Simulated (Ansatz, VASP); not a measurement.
**Au in VASP and in Ansatz**

```
CELL_PARAMETERS angstrom
0.00000 2.07905 2.07905
2.07905 0.00000 2.07905
2.07905 2.07905 0.00000
ATOMIC_POSITIONS crystal
Au 0.00000 0.00000 0.00000
```

Alike in both runs: functional PBE; k mesh 18 × 18 × 18; occupations gaussian, width 0.1 eV; no spin polarisation.

Ansatz relaxed the structure, and its values are those at the end. VASP's run is a single point on that final structure, the one shown.

```csv
,VASP,Ansatz
version,VASP 6.6.1,Ansatz 0.2.0
potentials or method,"VASP PAW PBE potentials, release 64 (Au)","scalar-relativistic, plane waves, PAW"
plane-wave cutoff (eV),520,420
valence electrons in the cell,11,19
```

|  | VASP | Ansatz | Ansatz less VASP |
| --- | --- | --- | --- |
| gap on the k mesh at the Fermi level (eV) | none | none | - |
| pressure (GPa) | -0.3 | 0.0 | +0.24 |

A gap of «none» marks a metal or a gap that the smearing closes. With one functional, cell and mesh, what is left measures potentials, basis and numerics. The two sets of potentials don't hold the same shells in valence.

The runs have no spin-orbit coupling, so splittings on Au are missing.
